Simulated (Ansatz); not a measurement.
# In (I4/mmm) in Ansatz: reference runs

How does In come out in PBE? The cell is run as given and disturbed.

Program: Ansatz 0.2.0. These are calculated values, not measurements. Logs are shortened: lines on timing, memory, paths and dates and some standing lists are left out, and cuts for length are marked.

## 1. Starting point

It takes space group I4/mmm (No. 139, tetragonal). The conventional cell has a = 3.251 Å, b = 3.251 Å, c = 4.947 Å, α = 90.00°, β = 90.00°, γ = 90.00°. In (site symmetry 4/mmm) is surrounded by 12 In at 3.25 to 3.38 Å.

## 2. Single point, PBE

Input file input.yaml:

```yaml
crystal:
  lattice:
    - [-1.62547, 1.62547, 2.4737]
    - [1.62547, -1.62547, 2.4737]
    - [1.62547, 1.62547, -2.4737]
  atoms:
    - { symbol: In, position: [0.0, 0.0, 0.0] }
hamiltonian:
  xc: pbe
  pseudopotentials: { kind: paw }
kpoints:
  mp_grid: { grid: [11, 11, 11] }
scf:
  occupations: { method: fermi_dirac, width: 0.05 }
output:
  forces: true
  stress: true
  eigenvalues: true
```

Potentials or basis: Ansatz PAW.

Command:

```bash
ansatz run input.yaml --threads 1 --pin off --max-ram 2560MiB --backend cpu --events-out ev --progress --plain --runs-dir out
```

What it wrote:

```text
Warning: RAYON_NUM_THREADS=1 ignored (pool sized by the plan → 1); use --threads N
Engine: ansatz 0.2.0, aarch64-unknown-linux-gnu
Pseudopotentials: kind: paw
Pseudopotential: In, paw, valence charge 13, recommended cutoff 420 eV (normal), In.paw.azcp
Functional definition: PBE
  parameter kappa = 0.804
  parameter beta = 0.06672455060314922
  exchange = pbe_x(kappa = kappa, mu = beta*pi^2/3)
  correlation = pbe_c(beta = beta)
Crystal: 1 atoms, lattice volume = 26.144 Å³
Basis set: ecut = 420 eV, 533 PW (Γ), exchange–correlation on 48×48×48 points (8 copies of the dense FFT grid, shifted against one another)
Bands: 11, of which v1, the nominal top of the filled ones, is band 7 counted from 1 (6 counted from 0)
Symmetry: 16 space group operations
Space group: I4/mmm (ITA 139), of the structure as read, at distance tolerance 3.0e-5 Å
k-points: 126 of 1331
Non-local potential: In, projectors of the file, l = 0: 2, l = 1: 2, l = 2: 2, l = 3: 2
PAW form: soft (Blöchl's): semilocal exchange-correlation on the pseudo side does not see the compensation charge
PAW one-centre angular grid: In, 590 points (default); XC on 64 Gauss nodes
Initial density: superposition of atomic densities (neutral atoms: chi_scale 0, normalization atom), corrected by the library's trained network
Initial wavefunctions: pseudopotential atomic-orbital guess
Functional: x = pbe(κ = 0.804, μ = 0.2195149727645171), c = pbe(β = 0.06672455060314922)
SCF iter   1: F=—  HF=-5597.837566 eV  |F-HF|=—  |Δ(HF+E_count)|=         —  Δρ=9.78e-4  dr2=1.71e-4  ethr=1.77e-3  ⟨swp⟩=5.3  Hψ=8273  notcnv=0
preconditioner: auto → none  [metal: Δε(μ)=0.038 eV  Ē_g=19.724 eV  σ=0.050 eV  W_gap=0.19  n_scr=8 (ndim 8)  ℏωp=26.2 eV  f_vac=0.000  D(μ)=0.47/eV (n_scr^D=0)  sad-step TF]
SCF iter   2: F=—  HF=-5597.837147 eV  |F-HF|=—  |Δ(HF+E_count)|=   4.19e-4  Δρ=5.46e-4  dr2=7.89e-5  ethr=1.32e-6  ⟨swp⟩=2.0  Hψ=3067  notcnv=0
SCF iter   3: F=—  HF=-5597.837181 eV  |F-HF|=—  |Δ(HF+E_count)|=   3.40e-5  Δρ=4.89e-4  dr2=4.16e-5  ethr=6.07e-7  ⟨swp⟩=2.0  Hψ=2159  notcnv=0
SCF iter   4: F=—  HF=-5597.837160 eV  |F-HF|=—  |Δ(HF+E_count)|=   2.11e-5  Δρ=1.46e-4  dr2=3.47e-6  ethr=3.20e-7  ⟨swp⟩=2.4  Hψ=2189  notcnv=0
SCF iter   5: F=—  HF=-5597.837159 eV  |F-HF|=—  |Δ(HF+E_count)|=   5.58e-7  Δρ=1.31e-4  dr2=2.79e-6  ethr=2.67e-8  ⟨swp⟩=2.0  Hψ=2160  notcnv=0
SCF iter   6: F=—  HF=-5597.837158 eV  |F-HF|=—  |Δ(HF+E_count)|=   1.24e-6  Δρ=6.75e-5  dr2=7.21e-7  ethr=2.15e-8  ⟨swp⟩=2.0  Hψ=1990  notcnv=0
SCF iter   7: F=-5597.837158 eV  HF=-5597.837158 eV  |F-HF|=5.64e-8  |Δ(HF+E_count)|=   4.20e-7  Δρ=1.68e-5  dr2=4.47e-8  ethr=7.69e-10  ⟨swp⟩=4.5  Hψ=5511  notcnv=0
SCF 1 converged in 7 iterations: F = -5597.837158 eV  dr2 = 4.47e-8
SCF converged after 7 iterations
Free energy (F): -5597.837158 eV
Harris-Foulkes:  -5597.837158 eV  (|F-HF|=5.64e-8)
Internal energy: -5597.833252 eV  (E = F + TS)
E sigma→0 (E₀):  -5597.835205 eV
Entropy (-TS):   -0.003906 eV (-3.906 meV/atom)
Fermi energy:    10.302690 eV
--- Per-component energies (eV) ---
  E_band       = -23.268843
  E_kinetic    = 241.440806
  E_local      = -1074.587224  (includes V_loc(G=0)·N_el)
  E_nonlocal   = 366.071086
  E_hartree    = 421.404796
  E_xc         = -216.070842
  E_vxc        = -100.078434  (∫ρ·V_xc dr)
  E_paw        = -4152.124753  (= ΣΔE_a)
  E_vpaw       = -298.932907  (= ΣTr[D̂ρ^β])
  E_aug_tail   = 0.000025  (compensation charges beyond the density's cutoff)
  E_ewald      = -1183.967147
  E_smearing   = -0.003906  (= −TS)
  E_closure    = -0.000000  (closes the sum)
  Σ components = -5597.837158   (vs F -5597.837158, Δ=0.00e0)
--- Forces (eV/Å), atoms counted from 1 ---
  atom   1  In     0.00000000     0.00000000     0.00000000
  max |Σ_I F_I| component: 1.97e-31 eV/Å
--- Stress (GPa, compression-positive) ---
        2.222393      -0.000000      -0.000000
       -0.000000       2.222393       0.000000
       -0.000000       0.000000       1.687666
  P = ⅓ Tr σ = 2.0442 GPa (20.442 kbar)
--- Band table (eV; the first three rows and the last of 126) ---
  k-point 0: bands = ["-4.4403", "-4.3334", "-4.3334", "-4.2522", "-4.1493", "0.7196", "20.8160", "20.8160", "20.9914", "21.8369", "24.2128"]
  k-point 1: bands = ["-4.4050", "-4.3525", "-4.3122", "-4.2439", "-4.1635", "0.9730", "19.4448", "19.6398", "19.9637", "20.8750", "25.5735"]
  k-point 2: bands = ["-4.4035", "-4.3078", "-4.2593", "-4.2538", "-4.1709", "1.7406", "17.4395", "17.6925", "18.3710", "19.5959", "21.7793"]
  k-point 125: bands = ["-4.5938", "-4.4765", "-4.0585", "-4.0357", "-4.0192", "7.4281", "7.7503", "13.6551", "15.1536", "18.5360", "20.0104"]
```

It took 2.4 s on 1 thread of Arm Neoverse V1, shared host; peak memory 0.3 GiB.

What came out:

- Free energy: -5597.8372 eV
- Pressure: 2.0 GPa
- Band gap on the k mesh: none (metal or under the smearing width)

Stress tensor (GPa, compression positive):
```
2.22 0.00 0.00
0.00 2.22 0.00
0.00 0.00 1.69
```

## 3. Single point, PBE (cell strained at random at fixed volume)

Input file input.yaml:

```yaml
crystal:
  lattice:
    - [-1.642989, 1.576776, 2.432089]
    - [1.658018, -1.631797, 2.478118]
    - [1.651989, 1.640796, -2.468243]
  atoms:
    - { symbol: In, position: [-0.008528, 0.003147, -2.8e-05] }
hamiltonian:
  xc: pbe
  pseudopotentials: { kind: paw }
kpoints:
  mp_grid: { grid: [11, 11, 11] }
scf:
  occupations: { method: fermi_dirac, width: 0.05 }
output:
  forces: true
  stress: true
  eigenvalues: true
  write_density: true
  write_potential: true
  elf: true
  volumetric_format: npy
```

Potentials or basis: Ansatz PAW.

Command:

```bash
ansatz run input.yaml --threads 1 --pin off --max-ram 2560MiB --backend cpu --events-out ev --progress --plain --runs-dir out
```

What it wrote:

```text
Warning: RAYON_NUM_THREADS=1 ignored (pool sized by the plan → 1); use --threads N
Engine: ansatz 0.2.0, aarch64-unknown-linux-gnu
Pseudopotentials: kind: paw
Pseudopotential: In, paw, valence charge 13, recommended cutoff 420 eV (normal), In.paw.azcp
Functional definition: PBE
  parameter kappa = 0.804
  parameter beta = 0.06672455060314922
  exchange = pbe_x(kappa = kappa, mu = beta*pi^2/3)
  correlation = pbe_c(beta = beta)
Crystal: 1 atoms, lattice volume = 26.144 Å³
Basis set: ecut = 420 eV, 521 PW (Γ), exchange–correlation on 48×48×48 points (8 copies of the dense FFT grid, shifted against one another)
Bands: 11, of which v1, the nominal top of the filled ones, is band 7 counted from 1 (6 counted from 0)
Symmetry: 2 space group operations
Space group: P-1 (ITA 2), of the structure as read, at distance tolerance 3.0e-5 Å
k-points: 666 of 1331
Non-local potential: In, projectors of the file, l = 0: 2, l = 1: 2, l = 2: 2, l = 3: 2
PAW form: soft (Blöchl's): semilocal exchange-correlation on the pseudo side does not see the compensation charge
[... 20 lines left out ...]
Fermi energy:    10.282947 eV
--- Per-component energies (eV) ---
  E_band       = -23.281683
  E_kinetic    = 241.445250
  E_local      = -1074.824114  (includes V_loc(G=0)·N_el)
  E_nonlocal   = 366.074398
  E_hartree    = 421.517352
  E_xc         = -216.070290
  E_vxc        = -100.078127  (∫ρ·V_xc dr)
  E_paw        = -4152.129772  (= ΣΔE_a)
  E_vpaw       = -298.940411  (= ΣTr[D̂ρ^β])
  E_aug_tail   = 0.000025  (compensation charges beyond the density's cutoff)
  E_ewald      = -1183.844186
  E_smearing   = -0.004383  (= −TS)
  E_closure    = -0.000000  (closes the sum)
  Σ components = -5597.835719   (vs F -5597.835719, Δ=0.00e0)
--- Forces (eV/Å), atoms counted from 1 ---
  atom   1  In     0.00000000     0.00000000     0.00000000
  max |Σ_I F_I| component: 0.00e0 eV/Å
--- Stress (GPa, compression-positive) ---
        1.770350      -0.008552      -0.028553
       -0.008552       2.904978       0.281046
       -0.028553       0.281046       1.514722
  P = ⅓ Tr σ = 2.0634 GPa (20.634 kbar)
--- Band table (eV; the first three rows and the last of 666) ---
  k-point 0: bands = ["-4.4365", "-4.3592", "-4.3216", "-4.2412", "-4.1560", "0.7183", "20.3826", "20.7690", "21.1679", "22.1356", "23.8981"]
  k-point 1: bands = ["-4.4024", "-4.3679", "-4.3090", "-4.2357", "-4.1684", "0.9685", "19.2029", "19.6128", "20.0846", "21.1011", "25.2676"]
  k-point 2: bands = ["-4.4146", "-4.3071", "-4.2609", "-4.2522", "-4.1677", "1.7264", "17.2937", "17.8054", "18.3988", "19.7435", "21.5990"]
  k-point 665: bands = ["-4.4030", "-4.3321", "-4.2966", "-4.1607", "-4.0576", "4.3331", "10.7361", "15.3675", "17.6523", "19.9926", "22.2207"]
```

rho_z.tsv:

```text
# z_ang	rho[e/angstrom^3]
# format = ansatz-planar-average/11
# lattice	-1.642989000	1.576776000	2.432089000
# lattice	1.658018000	-1.631797000	2.478118000
# lattice	1.651989000	1.640796000	-2.468243000
# sites	1
# site	49	0.019182937	-0.018627953	-0.012873107
0.000000	1.050243e0
0.141381	1.017780e0
0.282763	9.277608e-1
0.424144	7.989258e-1
0.565526	6.544039e-1
0.706907	5.149675e-1
[... 16 lines left out ...]
3.110392	9.279129e-1
3.251774	1.017865e0
```

Wall time 16 s (1 thread of Arm Neoverse V1, shared host); peak memory 0.44 GiB.

Results:

| Property | Result |
| --- | --- |
| Free energy | -5597.8357 eV |
| Pressure | 2.1 GPa |
| Band gap on the k mesh | none (metal or under the smearing width) |

Stress tensor (GPa, compression positive):
```
 1.77 -0.01 -0.03
-0.01  2.90  0.28
-0.03  0.28  1.51
```
